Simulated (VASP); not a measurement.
# InP (F-43m) in VASP: further runs, part 2 of 2

VASP 6.6.1. Earlier steps stand in the parts before.

**3. Relaxation of cell and atoms, PBE**

This run uses another cell than the first one, of 25.17 Å³/atom, 0.952 times its volume.

INCAR

```
SYSTEM = InP
ALGO = Normal
EDIFF = 1E-6
EDIFFG = -0.01
ENCUT = 600
GGA = PE
IBRION = 2
ISIF = 3
ISMEAR = 0
LASPH = .TRUE.
LCHARG = .FALSE.
LREAL = .FALSE.
LWAVE = .FALSE.
NELM = 80
NSW = 90
PREC = Accurate
SIGMA = 0.03
```

KPOINTS

```
k-points
0
G
  8 8 8
  0 0 0
```

POSCAR

```
InP
1.0
    0.0000000000      2.9305000000      2.9305000000
    2.9305000000      0.0000000000      2.9305000000
    2.9305000000      2.9305000000      0.0000000000
In P
1 1
Direct
    0.0000000000      0.0000000000      0.0000000000
    0.2500000000      0.2500000000      0.2500000000
```

Potentials or basis: VASP PAW PBE potentials, release 64 (In_d, P).

Command:

```console
$ cat potpaw_PBE.64/In_d/POTCAR potpaw_PBE.64/P/POTCAR > POTCAR
$ mpirun -np 1 vasp_std > vasp.out
```

OUTCAR:

```text
SYSTEM = InP
   EDIFF = 1E-6
   EDIFFG = -0.01
   ENCUT = 600
   GGA = PE
   IBRION = 2
   ISIF = 3
   ISMEAR = 0
   LASPH = .TRUE.
   LREAL = .FALSE.
   NELM = 80
   NSW = 90
   PREC = Accurate

 ion  position               nearest neighbor table
   1  0.000  0.000  0.000-   2 2.54   2 2.54   2 2.54   2 2.54
   2  0.250  0.250  0.250-   1 2.54   1 2.54   1 2.54   1 2.54

  LATTYP: Found a face centered cubic cell.
 ALAT       =     5.8610000000

  Lattice vectors:

 A1 = (   0.0000000000,   2.9305000000,   2.9305000000)
 A2 = (   2.9305000000,   0.0000000000,   2.9305000000)
 A3 = (   2.9305000000,   2.9305000000,   0.0000000000)

Analysis of symmetry for initial positions (statically):
=====================================================================
 Subroutine PRICEL returns:
 Original cell was already a primitive cell.

 Routine SETGRP: Setting up the symmetry group for a
 face centered cubic supercell.

 Subroutine GETGRP returns: Found 24 space group operations
 (whereof 24 operations were pure point group operations)
 out of a pool of 48 trial point group operations.

The static configuration has the point symmetry T_d .

Analysis of symmetry for dynamics (positions and initial velocities):
=====================================================================
 Subroutine PRICEL returns:
 Original cell was already a primitive cell.

 Routine SETGRP: Setting up the symmetry group for a
[... 233 lines left out ...]
  ext. energy  EPLUGINS =         0.00000000
  ---------------------------------------------------
  free energy    TOTEN  =        -8.40596664 eV

  energy without entropy =       -8.40596664  energy(sigma->0) =       -8.40596664

 E-fermi :   4.8483     XC(G=0):  -9.0650

 val. band max:        4.6639307050   @ k =   0.0000   0.0000   0.0000
 cond. band min:       5.1060003420   @ k =   0.0000   0.0000   0.0000
 fundamental gap:      0.4420696371
 Fermi energy:         4.8482992802

 k-point     1 :       0.0000    0.0000    0.0000
  band No.  band energies     occupation
      1      -9.4336      2.00000
      2      -9.4336      2.00000
      3      -9.4336      2.00000
      4      -9.3048      2.00000
      5      -9.3048      2.00000
      6      -6.5266      2.00000
      7       4.6639      2.00000
      8       4.6639      2.00000
      9       4.6639      2.00000
     10       5.1060      0.00000
     11       8.7526      0.00000
     12       8.7526      0.00000
     13       8.7526      0.00000
[... 354 lines left out ...]
  band No.  band energies     occupation
      1      -9.5435      2.00000
      2      -9.3925      2.00000
      3      -9.3758      2.00000
      4      -9.3089      2.00000
      5      -9.2937      2.00000
      6      -4.6699      2.00000
      7      -0.6603      2.00000
      8       2.1381      2.00000
      9       3.1519      2.00000
     10       7.6871      0.00000
     11       8.8720      0.00000
     12      10.4357      0.00000
     13      11.7401      0.00000

 [... further k-points ...]

------------------------ aborting loop because EDIFF is reached ----------------------------------------

  FORCE on cell =-STRESS in cart. coord.  units (eV):
  Direction    XX          YY          ZZ          XY          YZ          ZX
  --------------------------------------------------------------------------------------
  -------------------------------------------------------------------------------------
  Total        0.0038017      0.0038017      0.0038017     -0.0000000      0.0000000     -0.0000000
  in kB        0.1151800      0.1151800      0.1151800     -0.0000000      0.0000000     -0.0000000
  external PRESSURE =       0.1151800 kB  Pullay stress =       0.0000000 kB
[... 17 lines left out ...]
  FREE ENERGIE OF THE ION-ELECTRON SYSTEM (eV)
  ---------------------------------------------------
  free  energy   TOTEN  =        -8.4059666422 eV

  energy  without entropy=       -8.4059666422  energy(sigma->0) =       -8.40596664

 reached required accuracy - stopping structural energy minimisation
```

OSZICAR:

```text
N       E                     dE             d eps       ncg     rms          rms(c)
DAV:   1     0.119362696688E+03    0.11936E+03   -0.92729E+03   754   0.170E+03
[... 27 lines left out ...]
DAV:   2    -0.841980637393E+01    0.84305E-01   -0.18446E-01   944   0.113E+01    0.720E-01
DAV:   3    -0.840620898931E+01    0.13597E-01   -0.41691E-02   984   0.470E+00    0.429E-01
DAV:   4    -0.840614038347E+01    0.68606E-04   -0.16813E-03   787   0.430E-01    0.310E-01
DAV:   5    -0.840596096775E+01    0.17942E-03   -0.23864E-04   979   0.171E-01    0.975E-02
DAV:   6    -0.840597574982E+01   -0.14782E-04   -0.84525E-05  1151   0.126E-01    0.298E-02
DAV:   7    -0.840596687994E+01    0.88699E-05   -0.11008E-05   950   0.450E-02    0.276E-03
DAV:   8    -0.840596664219E+01    0.23774E-06   -0.39636E-07   412   0.949E-03
   3 F= -.84059666E+01 E0= -.84059666E+01  d E =-.250922E-01
```

Wall time 25 s (1 thread of Intel Xeon 6975P-C (Granite Rapids), shared host); peak memory 0.22 GiB.

What came out:

- Free energy: -8.4060 eV
- Relaxed volume: 26.44 Å³/atom
- Relaxed cell: a = 4.213 Å, b = 4.213 Å, c = 4.213 Å, α = 60.00°, β = 60.00°, γ = 60.00°
- Space group after relaxing (to 0.05 Å): F-43m (No. 216)
- Energy gained by relaxing: 12.5 meV/atom
- Ionic steps: 3
- Pressure after relaxing: 0.0 GPa
- Band gap on the k mesh: 0.44 eV, direct

The path:
```
step  energy change (eV)  largest force (eV/Å)  pressure (GPa)  volume (Å³)
   1              0.0000                0.0000            3.30        50.33
   2             -0.0192                0.0000           -1.39        54.20
   3             -0.0251                0.0000            0.01        52.88
```

Final structure:
```yaml
crystal:
  lattice:
    - [0.00000, 2.97915, 2.97915]
    - [2.97915, 0.00000, 2.97915]
    - [2.97915, 2.97915, 0.00000]
  atoms:
    - { symbol: In, position: [0.00000, 0.00000, 0.00000] }
    - { symbol: P, position: [0.25000, 0.25000, 0.25000] }
```

Caveat: spin-orbit coupling is left out, which moves the levels of the heavy elements. PBE gaps usually lie below the measured ones, often by a third to a half.

**4. Relaxation of cell and atoms, PBE**

Changes to INCAR since step 3:

```diff
@@ -2,4 +2,4 @@
 ALGO = Normal
-EDIFF = 1E-6
-EDIFFG = -0.01
+EDIFF = 1E-7
+EDIFFG = -0.005
 ENCUT = 600
```

KPOINTS is that of step 3.

POSCAR

```
InP                                     
1.0
    0.0000000000      2.9791538216      2.9791538216
    2.9791538216      0.0000000000      2.9791538216
    2.9791538216      2.9791538216      0.0000000000
  In              P             
     1     1
Direct
     0.0000000000000000    0.0000000000000000    0.0000000000000000
     0.2500000000000000    0.2500000000000000    0.2500000000000000
```

Potentials or basis: VASP PAW PBE potentials, release 64 (In_d, P).

Command:

```console
$ cat potpaw_PBE.64/In_d/POTCAR potpaw_PBE.64/P/POTCAR > POTCAR
$ mpirun -np 1 vasp_std > vasp.out
```

OUTCAR:

```text
SYSTEM = InP
   EDIFF = 1E-7
   EDIFFG = -0.005
   ENCUT = 600
   GGA = PE
   IBRION = 2
   ISIF = 3
   ISMEAR = 0
   LASPH = .TRUE.
   LREAL = .FALSE.
   NELM = 80
   NSW = 90
   PREC = Accurate

 ion  position               nearest neighbor table
   1  0.000  0.000  0.000-   2 2.58   2 2.58   2 2.58   2 2.58
   2  0.250  0.250  0.250-   1 2.58   1 2.58   1 2.58   1 2.58

  LATTYP: Found a face centered cubic cell.
 ALAT       =     5.9583076432
[... 578 lines left out ...]

  FORCE on cell =-STRESS in cart. coord.  units (eV):
  Direction    XX          YY          ZZ          XY          YZ          ZX
  --------------------------------------------------------------------------------------
  -------------------------------------------------------------------------------------
  Total        0.0034571      0.0034571      0.0034571      0.0000000      0.0000000      0.0000000
  in kB        0.1047416      0.1047416      0.1047416      0.0000000      0.0000000      0.0000000
  external PRESSURE =       0.1047416 kB  Pullay stress =       0.0000000 kB

 VOLUME and BASIS-vectors are now :
 -----------------------------------------------------------------------------
  energy-cutoff  :      600.00
  volume of cell :       52.88
      direct lattice vectors                 reciprocal lattice vectors
     0.000000000  2.979153822  2.979153822    -0.167832891  0.167832891  0.167832891
     2.979153822  0.000000000  2.979153822     0.167832891 -0.167832891  0.167832891
     2.979153822  2.979153822  0.000000000     0.167832891  0.167832891 -0.167832891

 POSITION                                       TOTAL-FORCE (eV/Angst)
 -----------------------------------------------------------------------------------
      0.00000      0.00000      0.00000        -0.000000     -0.000000     -0.000000
      1.48958      1.48958      1.48958         0.000000      0.000000      0.000000
 -----------------------------------------------------------------------------------
    total drift:                               -0.000000     -0.000000      0.000000

  FREE ENERGIE OF THE ION-ELECTRON SYSTEM (eV)
  ---------------------------------------------------
  free  energy   TOTEN  =        -8.4062856919 eV

  energy  without entropy=       -8.4062856919  energy(sigma->0) =       -8.40628569

 reached required accuracy - stopping structural energy minimisation
```

It took 13 s on 1 thread of Intel Xeon 6975P-C (Granite Rapids), shared host; peak memory 0.21 GiB.

What came out:

```yaml
Free_energy: -8.4063 eV
Pressure_after_relaxing: 0.0 GPa
Band_gap_on_the_k_mesh: 0.44 eV, direct
```

Final structure:
```
In P
1.0
     0.00000    2.97915    2.97915
     2.97915    0.00000    2.97915
     2.97915    2.97915    0.00000
In P
1 1
Direct
  0.00000 0.00000 0.00000
  0.25000 0.25000 0.25000
```

Levels at points of the mesh, in eV from the valence-band top:
```
           k point  band 5  band 6  band 7  band 8  band 9  band 10  band 11  band 12  band 13
(0.00, 0.00, 0.00)  -13.97  -11.19    0.00    0.00    0.00     0.44     4.09     4.09     4.09
(0.50, 0.00, 0.00)  -13.96   -9.62   -5.48   -0.90   -0.90     1.38     4.80     4.80     6.99
(0.50, 0.50, 0.00)  -13.94   -9.03   -5.54   -2.16   -2.16     1.84     2.26     8.91     9.26
```

Caveat: the relaxation stopped at its first step, so nothing moved; spin-orbit coupling is left out, which moves the levels of the heavy elements. As with any semilocal functional, this PBE gap is likely too small.
